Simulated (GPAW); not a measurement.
# PbS (Cmcm) in GPAW: relaxation of cell and atoms with SCAN

Aim: the relaxation of cell and atoms of PbS with SCAN.

All numbers are computed with GPAW 26.7.0; they aren't measurements. Logs are shortened: lines on timing, memory, paths and dates and some standing lists are left out, and cuts for length are marked. The log counts tension as positive stress, the text compression.

## Step 1: The structure

The structure is orthorhombic, space group Cmcm (No. 63). Conventional cell: a = 4.160 Å, b = 11.983 Å, c = 4.279 Å, α = 90.00°, β = 90.00°, γ = 90.00°. Pb (site symmetry m2m) has 5 S at 2.69 to 2.99 Å as nearest neighbours. S (site symmetry m2m) has 5 Pb at 2.69 to 2.99 Å as nearest neighbours.

Measurements of this composition are mostly on another form, of space group No. 225.

## Step 2: Relaxation of cell and atoms, SCAN

Input file run.py:

```python
from ase.filters import FrechetCellFilter
from ase.io import write
from ase.optimize import LBFGS
from ase.spacegroup import crystal
from gpaw import GPAW, PW

# Pb 4c
# S 4c
atoms = crystal(['Pb', 'S'],
                basis=[[0.0, 0.86943665, 0.25],
                       [0.0, 0.64520291, 0.25]],
                spacegroup=63, setting=1,  # Cmcm
                cellpar=[4.15990539, 11.98259373, 4.27932094, 90.0, 90.0, 90.0],
                primitive_cell=True)

calc = GPAW(mode=PW(600),
            xc='MGGA_X_SCAN+MGGA_C_SCAN',
            kpts={'size': (4, 4, 4), 'gamma': True},
            occupations={'name': 'fermi-dirac', 'width': 0.05},
            nbands=33,
            convergence={'density': 1e-06, 'energy': 1e-06, 'eigenstates': 1e-10},
            maxiter=150,
            txt='gpaw.txt')
atoms.calc = calc
opt = LBFGS(FrechetCellFilter(atoms), trajectory='relax.traj', logfile='-')
done = opt.run(fmax=0.05, steps=40)
calc.write('gs.gpw')
write('result.traj', atoms)
print('Converged:', done)
print('Cell:', atoms.cell.cellpar().round(4))
print('Volume:', round(atoms.get_volume(), 4))
print(atoms.get_scaled_positions().round(5))
```

Potentials or basis: GPAW PAW data sets (gpaw-data 1.2.1), pw.

Launch:

```bash
> OMP_NUM_THREADS=1 python run.py
```

gpaw.txt:

```text
__  _  _
 | _ |_)|_||  |
 |__||  | ||/\| - 26.7.0

Input parameters:
  mode=PW(ecut=600.0),
  convergence={'density': 1e-06, 'energy': 1e-06, 'eigenstates': 1e-10},
  kpts=MonkhorstPack(size=(4, 4, 4), gamma=True),
  maxiter=150,
  nbands=33,
  occupations=Occupations(name='fermi-dirac', width=0.05),
  xc=XC(name='MGGA_X_SCAN+MGGA_C_SCAN')

Diagonalizing LCAO Hamiltonian
Converting LCAO to pw mode

             Pb
         S S
       Pb

Atoms  # Å, Bohr magnetons
|   | symbol |        x |         y |        z |    initial magnetic moments |
|---|--------|----------|-----------|----------|-----------------------------|
| 0 |     Pb | 2.079953 | -4.426809 | 3.209491 | ( 0.0000,  0.0000,  0.0000) |
| 1 |      S | 2.079953 | -1.739907 | 3.209491 | ( 0.0000,  0.0000,  0.0000) |
| 2 |     Pb | 2.079953 |  4.426809 | 1.069830 | ( 0.0000,  0.0000,  0.0000) |
| 3 |      S | 2.079953 |  1.739907 | 1.069830 | ( 0.0000,  0.0000,  0.0000) |

Unit cell  # Å
| periodic |        x |         y |        z |  lengths |     angles |
|----------|----------|-----------|----------|----------|------------|
|      yes | 2.079953 | -5.991297 | 0.000000 | 6.342069 |  90.000000 |
|      yes | 2.079953 |  5.991297 | 0.000000 | 6.342069 |  90.000000 |
|      yes | 0.000000 |  0.000000 | 4.279321 | 4.279321 | 141.709848 |

Number of symmetries: 4
Symmetry operations  # r_c * U_cc + t_c -> r_c
|   | kind |            matrix            |
|---|------|------------------------------|
| 0 |  E   |  1, 0, 0,  0, 1, 0,  0, 0, 1 |
| 1 |  C2  |  0, 1, 0,  1, 0, 0,  0, 0,-1 |
| 2 |  σ   |  0,-1, 0, -1, 0, 0,  0, 0, 1 |
| 3 |  i   | -1, 0, 0,  0,-1, 0,  0, 0,-1 |

BZ-sampling:
  Number of BZ points: 64
  Number of IBZ points: 24

  Monkhorst-Pack size: [4, 4, 4]
  Monkhorst-Pack shift: [0.125, 0.125, 0.125]

K-points  # in reciprocal-cell coordinates
|     |                                coordinates |     weight |
|-----|--------------------------------------------|------------|
|   0 | (  0.00000000,   0.00000000,   0.00000000) | 0.01562500 |
|   1 | (  0.00000000,   0.00000000,   0.25000000) | 0.03125000 |
|   2 | (  0.00000000,   0.00000000,   0.50000000) | 0.01562500 |
|   3 | (  0.25000000,  -0.25000000,  -0.25000000) | 0.03125000 |
|   4 | (  0.25000000,  -0.25000000,   0.00000000) | 0.03125000 |
|   5 | (  0.25000000,  -0.25000000,   0.25000000) | 0.03125000 |
|   6 | (  0.25000000,  -0.25000000,   0.50000000) | 0.03125000 |
|   7 | (  0.25000000,   0.00000000,  -0.25000000) | 0.06250000 |
|   8 | (  0.25000000,   0.00000000,   0.00000000) | 0.06250000 |
|   9 | (  0.25000000,   0.00000000,   0.25000000) | 0.06250000 |
| ... |                                            |            |
|  23 | (  0.50000000,   0.50000000,   0.50000000) | 0.01562500 |

Plane wave coefficients: 3579
Cutoff: 600.0 eV

Spin-components: 1 (collinear spins)
Bands:           33
Projectors:      22
Spin-degeneracy: 2
Datatype:        complex128

Parallelization:
  kpt:    1
  domain: 1
  band:   1
[... 866 lines left out ...]
Fermi level: 5.780
Eigenvalues  # (at kpt = [0.000, 0.000, 0.000])
| band index |      eig [eV] | occ [0-2] |
|------------|---------------|-----------|
|          0 |       -11.675 |     2.000 |
|        ... |               |           |
|         12 |        -1.883 |     2.000 |
|         13 |        -0.801 |     2.000 |
|         14 |         0.808 |     2.000 |
|         15 |         2.056 |     2.000 |
|         16 |         2.608 |     2.000 |
|         17 |         3.392 |     2.000 |
[... 8 lines left out ...]
|         26 |        11.539 |     0.000 |
|         27 |        12.691 |     0.000 |
|        ... |               |           |
|         32 |        16.013 |     0.000 |

Gap: 1.417 eV
Transition (v -> c):
  (s=0, k=2, n=19, [0.00, 0.00, 0.50]) -> (s=0, k=21, n=20, [0.50, 0.50, 0.00])
Direct/indirect transitions are different
Direct gap: 1.768 eV
Transition at: (s=0, k=21, n=19, [0.50, 0.50, 0.00])

Stress tensor  # eV/Ang^3
|         x |         y |         z |
|-----------|-----------|-----------|
| -0.000103 |  0.000000 |  0.000000 |
|  0.000000 | -0.000305 | -0.000003 |
|  0.000000 | -0.000003 |  0.001137 |

Forces  # eV/Ang
|       x |        y |        z |
|---------|----------|----------|
| 0.00000 | -0.07532 |  0.00061 |  # Pb   0
| 0.00000 |  0.00289 | -0.00019 |  # S    1
| 0.00000 |  0.07532 | -0.00061 |  # Pb   2
| 0.00000 | -0.00289 |  0.00019 |  # S    3

Interpolating wave functions to new cell

             Pb
         S S
       Pb

Atoms  # Å, Bohr magnetons
|   | symbol |        x |         y |        z |    initial magnetic moments |
|---|--------|----------|-----------|----------|-----------------------------|
| 0 |     Pb | 2.072787 | -4.418841 | 3.186217 | ( 0.0000,  0.0000,  0.0000) |
| 1 |      S | 2.072787 | -1.744293 | 3.185819 | ( 0.0000,  0.0000,  0.0000) |
| 2 |     Pb | 2.072787 |  4.418864 | 1.061688 | ( 0.0000,  0.0000,  0.0000) |
| 3 |      S | 2.072787 |  1.744316 | 1.062086 | ( 0.0000,  0.0000,  0.0000) |

Unit cell  # Å
| periodic |        x |         y |         z |  lengths |     angles |
|----------|----------|-----------|-----------|----------|------------|
|      yes | 2.072787 | -5.957050 | -0.000032 | 6.307368 |  89.999415 |
|      yes | 2.072787 |  5.957050 |  0.000032 | 6.307368 |  90.000585 |
|      yes | 0.000000 |  0.000023 |  4.247905 | 4.247905 | 141.628778 |

Number of symmetries: 4
Symmetry operations  # r_c * U_cc + t_c -> r_c
|   | kind |            matrix            |
|---|------|------------------------------|
| 0 |  E   |  1, 0, 0,  0, 1, 0,  0, 0, 1 |
| 1 |  C2  |  0, 1, 0,  1, 0, 0,  0, 0,-1 |
| 2 |  σ   |  0,-1, 0, -1, 0, 0,  0, 0, 1 |
| 3 |  i   | -1, 0, 0,  0,-1, 0,  0, 0,-1 |

BZ-sampling:
  Number of BZ points: 64
  Number of IBZ points: 24
[... 165 lines left out ...]
Fermi level: 5.821
Eigenvalues  # (at kpt = [0.000, 0.000, 0.000])
| band index |      eig [eV] | occ [0-2] |
|------------|---------------|-----------|
|          0 |       -11.603 |     2.000 |
|        ... |               |           |
|         12 |        -1.787 |     2.000 |
|         13 |        -0.753 |     2.000 |
|         14 |         0.873 |     2.000 |
|         15 |         2.133 |     2.000 |
|         16 |         2.672 |     2.000 |
|         17 |         3.442 |     2.000 |
[... 8 lines left out ...]
|         26 |        11.683 |     0.000 |
|         27 |        12.762 |     0.000 |
|        ... |               |           |
|         32 |        16.151 |     0.000 |

Gap: 1.354 eV
Transition (v -> c):
  (s=0, k=2, n=19, [0.00, 0.00, 0.50]) -> (s=0, k=21, n=20, [0.50, 0.50, 0.00])
Direct/indirect transitions are different
Direct gap: 1.685 eV
Transition at: (s=0, k=21, n=19, [0.50, 0.50, 0.00])

Stress tensor  # eV/Ang^3
|         x |         y |         z |
|-----------|-----------|-----------|
| -0.001227 |  0.000000 |  0.000000 |
|  0.000000 |  0.000396 | -0.000005 |
|  0.000000 | -0.000005 | -0.000857 |

Forces  # eV/Ang
|       x |        y |        z |
|---------|----------|----------|
| 0.00000 | -0.01119 | -0.00030 |  # Pb   0
| 0.00000 | -0.01476 |  0.00022 |  # S    1
| 0.00000 |  0.01119 |  0.00030 |  # Pb   2
| 0.00000 |  0.01476 | -0.00022 |  # S    3

# Writing to gs.gpw (mode='')
```

Wall time 15 min (1 thread of AMD EPYC 7R43 (Zen 3), shared host); peak memory 0.97 GiB.

Results:

```yaml
Free_energy: -110.5132 eV
Relaxed_volume: 26.23 Å³/atom
Relaxed_cell: a = 6.307 Å, b = 6.307 Å, c = 4.248 Å, α = 90.00°, β = 90.00°, γ = 141.63°
Space_group_after_relaxing_to_0.05_Å: Cmcm (No. 63)
Energy_gained_by_relaxing: 1.1 meV/atom
Ionic_steps: 5
Pressure_after_relaxing: 0.1 GPa
Largest_force_after_relaxing: 0.015 eV/Å
Band_gap_on_the_k_mesh: 1.35 eV, indirect (least direct gap 1.68 eV)
```

Forces in eV/Å, atoms in the order of the input:
```
Pb   0.000 -0.011  0.000
S    0.000 -0.015  0.000
Pb   0.000  0.011  0.000
S    0.000  0.015  0.000
```

Step by step:
```
step  energy change (eV)  largest force (eV/Å)  pressure (GPa)  volume (Å³)
   1              0.0000                0.0853           -0.67       106.65
   2             -0.0007                0.0732           -0.59       106.53
   3             -0.0027                0.0780           -0.05       105.71
   4             -0.0028                0.0753           -0.04       105.65
   5             -0.0044                0.0148            0.09       104.90
```

Final structure:
```cif
data_structure
_symmetry_space_group_name_H-M 'P 1'
_symmetry_Int_Tables_number 1
_cell_length_a 6.3074
_cell_length_b 6.3074
_cell_length_c 4.2479
_cell_angle_alpha 89.999
_cell_angle_beta 90.001
_cell_angle_gamma 141.629
_cell_volume 104.90
loop_
_atom_site_label
_atom_site_type_symbol
_atom_site_fract_x
_atom_site_fract_y
_atom_site_fract_z
_atom_site_occupancy
Pb1 Pb 0.87089 0.12911 0.75007 1
S1 S 0.64641 0.35359 0.74998 1
Pb2 Pb 0.12911 0.87089 0.24993 1
S2 S 0.35359 0.64641 0.25002 1
```

Caveat: the k mesh is coarse; later steps reuse the first step's grids; the PAW data sets were made with another functional, which shifts forces and pressure a little; spin-orbit coupling is left out, which as a rule narrows the gap of such compounds by several tenths of an eV; the program warned that so skewed a cell can give wrong results. A k mesh can miss the band edges.
